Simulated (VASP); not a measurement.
# GaP in VASP: how settings move the PBE single point

Aim: see what changed inputs do to the PBE single point of GaP in the CsCl-type structure. This is a trial cell built on a prototype, not taken from a measured structure, and it needn't be the compound's ground state.

Program: VASP 6.6.1. PAW datasets, plane waves. No spin polarisation. The prototype was imposed, so other structures may be more stable.

**1. The system as given**

The cell comes from an earlier relaxation with r2SCAN in another program.

It is cubic, Pm-3m (No. 221); a = 3.186 Å in the conventional setting, 16.18 Å³ an atom. Ga has 8 P at 2.76 Å; P has 8 Ga at 2.76 Å.

Coordinates:

```cif
data_structure
_symmetry_space_group_name_H-M 'P 1'
_symmetry_Int_Tables_number 1
_cell_length_a 3.1864
_cell_length_b 3.1864
_cell_length_c 3.1864
_cell_angle_alpha 90.000
_cell_angle_beta 90.000
_cell_angle_gamma 90.000
_cell_volume 32.35
loop_
_atom_site_label
_atom_site_type_symbol
_atom_site_fract_x
_atom_site_fract_y
_atom_site_fract_z
_atom_site_occupancy
Ga1 Ga 0.00000 0.00000 0.00000 1
P1 P 0.50000 0.50000 0.50000 1
```

**2. The reference run**

Input file INCAR:

```
ENCUT = 520.000000
SIGMA = 0.020000
EDIFF = 1.00e-07
GGA = PE
PREC = Accurate
IBRION = -1
ISIF = 2
ISMEAR = -1
NBANDS = 16
NELM = 120
NSW = 0
LASPH = .TRUE.
LCHARG = .FALSE.
LWAVE = .FALSE.
LREAL = .FALSE.
```

Input file KPOINTS:

```
KPOINTS created by Atomic Simulation Environment
0
Gamma
8 8 8
0 0 0
```

Input file POSCAR:

```
Ga P
 1.0000000000000000
     3.1864348745051778    0.0000000000000000    0.0000000000000000
    -0.0000000000000000    3.1864348745051778    0.0000000000000000
     0.0000000000000000    0.0000000000000000    3.1864348745051778
 Ga  P
   1   1
Cartesian
  0.0000000000000000  0.0000000000000000  0.0000000000000000
  1.5932174372525889  1.5932174372525889  1.5932174372525889
```

A file KPOINTS_OPT adds named points for the levels; it doesn't enter the self-consistent loop.

Potentials: the recommended PBE PAW datasets, 18 valence electrons.

Run with:

```
mpirun -np 1 vasp_std
```

The closing lines of the self-consistent loop in OSZICAR:

```text
DAV:   9    -0.762344345521E+01    0.14919E-04   -0.33210E-04  1640   0.267E-01    0.500E-02
DAV:  10    -0.762344466151E+01   -0.12063E-05   -0.11603E-05  1360   0.313E-02    0.516E-02
DAV:  11    -0.762344464357E+01    0.17937E-07   -0.62928E-07  1520   0.153E-02
   1 F= -.76234446E+01 E0= -.76225274E+01  d E =-.183452E-02
```

Wall time 5 s (1 MPI rank of Intel Xeon 6975P-C, shared host); peak memory 0.14 GiB.

It gives: energy (σ→0) -7.6225 eV, pressure 2.07 GPa, gap on the mesh -3.63 eV.

**3. Variant 1**

Changes to INCAR since step 2:

```diff
@@ -9,3 +9,2 @@
 NBANDS = 16
-NELM = 120
 NSW = 0
@@ -15 +14,4 @@
 LREAL = .FALSE.
+ALGO = Damped
+TIME = 0.1
+NELM = 80
```

Input file KPOINTS:

```
KPOINTS created by Atomic Simulation Environment
0
Monkhorst-Pack
8 8 8
0 0 0
```

POSCAR is that of step 2.

Run with:

```
mpirun -np 1 vasp_std
```

Printed to the terminal (iteration lines stand in OSZICAR):

```text
POSCAR found type information on POSCAR GaP
 POSCAR found :  2 types and       2 ions
 LDA part: xc-table for (Slater+PW92), standard interpolation
 POSCAR, INCAR and KPOINTS ok, starting setup
 FFT: planning ... GRIDC
 FFT: planning ... GRID_SOFT
 FFT: planning ... GRID
 WAVECAR not read
 entering main loop
 final diagonalization occupied
```

OSZICAR (excerpt; [...] marks lines left out):

```text
N       E                     dE             d eps       ncg     rms           ort
DAV:   1     0.119004763058E+03    0.11900E+03   -0.86870E+03   320   0.203E+03
DAV:   2     0.222997980070E+02   -0.96705E+02   -0.92674E+02   320   0.362E+02
DAV:   3    -0.287706657528E+01   -0.25177E+02   -0.24403E+02   320   0.135E+02
DAV:   4    -0.695793302329E+01   -0.40809E+01   -0.40308E+01   320   0.595E+01
DAV:   5    -0.768895616853E+01   -0.73102E+00   -0.72506E+00   320   0.218E+01
SDA:   6    -0.748093183924E+01    0.20802E+00   -0.47326E-01   320   0.473E+00   0.000E+00
DMP:   7    -0.752220406807E+01   -0.41272E-01   -0.49471E-01   320   0.271E+00   0.352E+00
DMP:   8    -0.756162842557E+01   -0.39424E-01   -0.31358E-01   320   0.127E+00   0.294E+00
DMP:   9    -0.758560143829E+01   -0.23973E-01   -0.18422E-01   320   0.793E-01   0.165E+00
DMP:  10    -0.760013075627E+01   -0.14529E-01   -0.12606E-01   320   0.590E-01   0.106E+00
[... 19 lines left out ...]
DMP:  30    -0.762501685626E+01   -0.20803E-05   -0.16446E-05   320   0.604E-05   0.164E-04
DMP:  31    -0.762501817867E+01   -0.13224E-05   -0.10715E-05   320   0.409E-05   0.104E-04
DMP:  32    -0.762501907049E+01   -0.89183E-06   -0.73998E-06   320   0.288E-05   0.712E-05
DMP:  33    -0.762501970758E+01   -0.63709E-06   -0.52856E-06   320   0.203E-05   0.513E-05
DMP:  34    -0.762502017450E+01   -0.46692E-06   -0.37774E-06   320   0.139E-05   0.376E-05
DMP:  35    -0.762502051298E+01   -0.33848E-06   -0.26623E-06   320   0.943E-06   0.271E-05
DMP:  36    -0.762502075186E+01   -0.23888E-06   -0.18545E-06   320   0.639E-06   0.192E-05
DMP:  37    -0.762502091891E+01   -0.16705E-06   -0.12990E-06   320   0.444E-06   0.135E-05
DMP:  38    -0.762502103676E+01   -0.11785E-06   -0.92585E-07   320   0.316E-06   0.962E-06
DMP:  39    -0.762502112024E+01   -0.83483E-07   -0.66801E-07   320   0.225E-06   0.698E-06
   1 F= -.76250211E+01 E0= -.76236943E+01  d E =-.265369E-02
```

Parts of OUTCAR:

```text
k-points           NKPTS =     20   k-points in BZ     NKDIM =     20   number of bands    NBANDS=     16

   NELECT =      18.0000    total number of electrons

   dimension x,y,z NGX =    24 NGY =   24 NGZ =   24
   dimension x,y,z NGXF=    48 NGYF=   48 NGZF=   48

  energy-cutoff  :      520.00
  volume of cell :       32.35
      direct lattice vectors                 reciprocal lattice vectors
     3.186434875  0.000000000  0.000000000     0.313830359  0.000000000  0.000000000
     0.000000000  3.186434875  0.000000000     0.000000000  0.313830359  0.000000000
     0.000000000  0.000000000  3.186434875     0.000000000  0.000000000  0.313830359

 k-points in reciprocal lattice and weights: KPOINTS created by Atomic Simulation Env
   0.06250000  0.06250000  0.06250000       0.016
   0.18750000  0.06250000  0.06250000       0.047
   0.31250000  0.06250000  0.06250000       0.047
   0.43750000  0.06250000  0.06250000       0.047
   0.18750000  0.18750000  0.06250000       0.047
   0.31250000  0.18750000  0.06250000       0.094
   0.43750000  0.18750000  0.06250000       0.094
   0.31250000  0.31250000  0.06250000       0.047
[... 12 more k-points ...]

 E-fermi :   7.6391

 k-point     1 :       0.0625    0.0625    0.0625
  band No.  band energies     occupation
      1      -7.4425      2.00000
      2      -7.4425      2.00000
      3      -7.3029      2.00000
      4      -7.3007      2.00000
      5      -7.3007      2.00000
      6      -6.2256      2.00000
      7       5.1416      2.00000
      8       6.3402      2.00000
      9       6.3402      2.00000
     10       8.4428      0.00000
     11      12.5130      0.00000
     12      12.5130      0.00000
     13      16.9135      0.00000
     14      17.8432      0.00000
     15      17.8432      0.00000
     16      22.5012      0.00000

 k-point     2 :       0.1875    0.0625    0.0625
  band No.  band energies     occupation
      1      -7.4382      2.00000
      2      -7.4103      2.00000
      3      -7.3233      2.00000
      4      -7.3180      2.00000
      5      -7.2991      2.00000
      6      -5.8037      2.00000
      7       3.1632      2.00000
      8       6.2550      2.00000
      9       6.7381      2.00000
     10       9.4663      0.00000
     11      12.8685      0.00000
     12      14.3179      0.00000
     13      15.4584      0.00000
     14      15.8134      0.00000
     15      17.5385      0.00000
     16      21.4607      0.00000

 k-point     3 :       0.3125    0.0625    0.0625
  band No.  band energies     occupation
      1      -7.4319      2.00000
      2      -7.3671      2.00000
      3      -7.3500      2.00000
      4      -7.3423      2.00000
      5      -7.2962      2.00000
      6      -4.9982      2.00000
      7       0.8491      2.00000
      8       6.9616      2.00000
      9       7.4675      1.99963
     10      10.2767      0.00000
     11      12.7761      0.00000
     12      13.3787      0.00000
     13      13.8660      0.00000
     14      15.3656      0.00000
     15      19.3860      0.00000
     16      20.1383      0.00000

[... the tables of k-points 4 to 20 left out ...]

  Total        0.3039684      0.3039684      0.3039684      0.0000000     -0.0000000      0.0000000
  in kB       15.0530298     15.0530298     15.0530298      0.0000000     -0.0000000      0.0000000
  external PRESSURE =      15.0530298 kB  Pullay stress =       0.0000000 kB

 POSITION                                       TOTAL-FORCE (eV/Angst)
 -----------------------------------------------------------------------------------
      0.00000      0.00000      0.00000         0.000000      0.000000      0.000000
      1.59322      1.59322      1.59322         0.000000      0.000000      0.000000
 -----------------------------------------------------------------------------------
    total drift:                                0.000000      0.000000      0.000000

  FREE ENERGIE OF THE ION-ELECTRON SYSTEM (eV)
  ---------------------------------------------------
  free  energy   TOTEN  =        -7.6250211202 eV

  energy  without entropy=       -7.6223674275  energy(sigma->0) =       -7.62369427
```

Wall time 7.8 s (1 MPI rank of Intel Xeon 6975P-C, shared host); peak memory 0.15 GiB.

Changed: ALGO = Damped, TIME = 0.1, NELM = 80, shifted mesh. The run ends normally. Against the reference the energy moves by -0.6 meV/atom; the pressure goes from 2.1 to 1.5 GPa, the gap on the mesh goes from -3.63 to -2.73 eV.

**4. Variant 2**

Changes to INCAR since step 2:

```diff
@@ -11,3 +11,2 @@
 NSW = 0
-LASPH = .TRUE.
 LCHARG = .FALSE.
@@ -15 +14,4 @@
 LREAL = .FALSE.
+LASPH = .FALSE.
+NELMIN = 8
+BMIX = 0.5
```

KPOINTS is that of step 2.

POSCAR is that of step 2.

Run with:

```
mpirun -np 1 vasp_std
```

Printed to the terminal (iteration lines stand in OSZICAR):

```text
POSCAR found type information on POSCAR GaP
 POSCAR found :  2 types and       2 ions
 LDA part: xc-table for (Slater+PW92), standard interpolation
 POSCAR, INCAR and KPOINTS ok, starting setup
 FFT: planning ... GRIDC
 FFT: planning ... GRID_SOFT
 FFT: planning ... GRID
 WAVECAR not read
 entering main loop
```

OSZICAR:

```text
N       E                     dE             d eps       ncg     rms          rms(c)
DAV:   1     0.685112960612E+02    0.68511E+02   -0.91439E+03  1224   0.175E+03
DAV:   2    -0.336018731053E+01   -0.71871E+02   -0.68415E+02  1256   0.284E+02
DAV:   3    -0.767036519215E+01   -0.43102E+01   -0.42898E+01  1440   0.556E+01
DAV:   4    -0.772147586174E+01   -0.51111E-01   -0.51097E-01  1344   0.621E+00
DAV:   5    -0.772240550697E+01   -0.92965E-03   -0.92948E-03  1504   0.783E-01    0.338E+00
DAV:   6    -0.763230829872E+01    0.90097E-01   -0.15227E-01  1552   0.811E+00    0.199E+00
DAV:   7    -0.762460810502E+01    0.77002E-02   -0.18002E-02  1488   0.977E-01    0.777E-01
DAV:   8    -0.762342423363E+01    0.11839E-02   -0.25823E-03  1384   0.622E-01    0.554E-02
DAV:   9    -0.762343444424E+01   -0.10211E-04   -0.17880E-04  1736   0.224E-01    0.340E-02
DAV:  10    -0.762343469018E+01   -0.24594E-06   -0.80461E-06  1424   0.327E-02    0.102E-02
DAV:  11    -0.762343637151E+01   -0.16813E-05   -0.21734E-06  1424   0.251E-02    0.318E-03
DAV:  12    -0.762343630591E+01    0.65603E-07   -0.17372E-07  1128   0.423E-03
   1 F= -.76234363E+01 E0= -.76225194E+01  d E =-.183383E-02
```

Parts of OUTCAR:

```text
k-points           NKPTS =     35   k-points in BZ     NKDIM =     35   number of bands    NBANDS=     16

   NELECT =      18.0000    total number of electrons

   dimension x,y,z NGX =    24 NGY =   24 NGZ =   24
   dimension x,y,z NGXF=    48 NGYF=   48 NGZF=   48

  energy-cutoff  :      520.00
  volume of cell :       32.35
      direct lattice vectors                 reciprocal lattice vectors
     3.186434875  0.000000000  0.000000000     0.313830359  0.000000000  0.000000000
     0.000000000  3.186434875  0.000000000     0.000000000  0.313830359  0.000000000
     0.000000000  0.000000000  3.186434875     0.000000000  0.000000000  0.313830359

 k-points in reciprocal lattice and weights: KPOINTS created by Atomic Simulation Env
   0.00000000  0.00000000  0.00000000       0.002
   0.12500000  0.00000000  0.00000000       0.012
   0.25000000  0.00000000  0.00000000       0.012
   0.37500000  0.00000000  0.00000000       0.012
   0.50000000  0.00000000  0.00000000       0.006
   0.12500000  0.12500000  0.00000000       0.023
   0.25000000  0.12500000  0.00000000       0.047
   0.37500000  0.12500000  0.00000000       0.047
[... 27 more k-points ...]

 E-fermi :   7.6277

 k-point     1 :       0.0000    0.0000    0.0000
  band No.  band energies     occupation
      1      -7.4041      2.00000
      2      -7.4041      2.00000
      3      -7.2492      2.00000
      4      -7.2492      2.00000
      5      -7.2492      2.00000
      6      -6.3963      2.00000
      7       6.5952      2.00000
      8       6.6996      2.00000
      9       6.6996      2.00000
     10       6.6996      2.00000
     11      11.8721      0.00000
     12      11.8721      0.00000
     13      18.3713      0.00000
     14      18.3713      0.00000
     15      18.3713      0.00000
     16      21.5258      0.00000

 k-point     2 :       0.1250    0.0000    0.0000
  band No.  band energies     occupation
      1      -7.4016      2.00000
      2      -7.3866      2.00000
      3      -7.2585      2.00000
      4      -7.2585      2.00000
      5      -7.2482      2.00000
      6      -6.1861      2.00000
      7       4.3503      2.00000
      8       6.8985      2.00000
      9       6.8985      2.00000
     10       7.9892      0.00000
     11      12.0588      0.00000
     12      13.2720      0.00000
     13      17.1699      0.00000
     14      17.1699      0.00000
     15      17.5539      0.00000
     16      21.6433      0.00000

 k-point     3 :       0.2500    0.0000    0.0000
  band No.  band energies     occupation
      1      -7.3958      2.00000
      2      -7.3466      2.00000
      3      -7.2806      2.00000
      4      -7.2806      2.00000
      5      -7.2458      2.00000
      6      -5.5677      2.00000
      7       1.8764      2.00000
      8       7.4642      1.99944
      9       7.4642      1.99944
     10       8.8629      0.00000
     11      12.6014      0.00000
     12      14.5996      0.00000
     13      15.1120      0.00000
     14      15.1120      0.00000
     15      17.6297      0.00000
     16      20.2807      0.00000

[... the tables of k-points 4 to 35 left out ...]

  Total        0.3417993      0.3417993      0.3417993     -0.0000000      0.0000000     -0.0000000
  in kB       16.9264801     16.9264801     16.9264801     -0.0000000      0.0000000     -0.0000000
  external PRESSURE =      16.9264801 kB  Pullay stress =       0.0000000 kB

 POSITION                                       TOTAL-FORCE (eV/Angst)
 -----------------------------------------------------------------------------------
      0.00000      0.00000      0.00000         0.000000      0.000000      0.000000
      1.59322      1.59322      1.59322         0.000000      0.000000      0.000000
 -----------------------------------------------------------------------------------
    total drift:                                0.000000      0.000000      0.000000

  FREE ENERGIE OF THE ION-ELECTRON SYSTEM (eV)
  ---------------------------------------------------
  free  energy   TOTEN  =        -7.6234363059 eV

  energy  without entropy=       -7.6216024770  energy(sigma->0) =       -7.62251939
```

It took 4 s on 1 MPI rank of Intel Xeon 6975P-C, shared host; peak memory 0.15 GiB.

Changed: LASPH = .FALSE., NELMIN = 8, BMIX = 0.5. VASP runs to the end. Against the reference the energy moves by less than 0.1 meV/atom; the pressure goes from 2.1 to 1.7 GPa.

**5. All runs together**

| run | changed | ending | energy change (meV/atom) | pressure (GPa) | gap on the mesh (eV; negative: overlap) | electronic steps | time | usable |
| --- | --- | --- | --- | --- | --- | --- | --- | --- |
| ref. | – | converged | 0 | 2.1 | -3.63 | 11 | 5 s | yes |
| 1 | ALGO = Damped, TIME = 0.1, NELM = 80, shifted mesh | converged | -0.6 | 1.5 | -2.73 | 39 | 7.8 s | yes |
| 2 | LASPH = .FALSE., NELMIN = 8, BMIX = 0.5 | converged | 0.0 | 1.7 | -3.63 | 12 | 4 s | yes |

**Reading.** Of 2 altered inputs, 2 gave usable results. Among the usable ones with comparable energies, «ALGO = Damped, TIME = 0.1, NELM = 80, shifted mesh» moves the energy most, by -0.6 meV/atom.
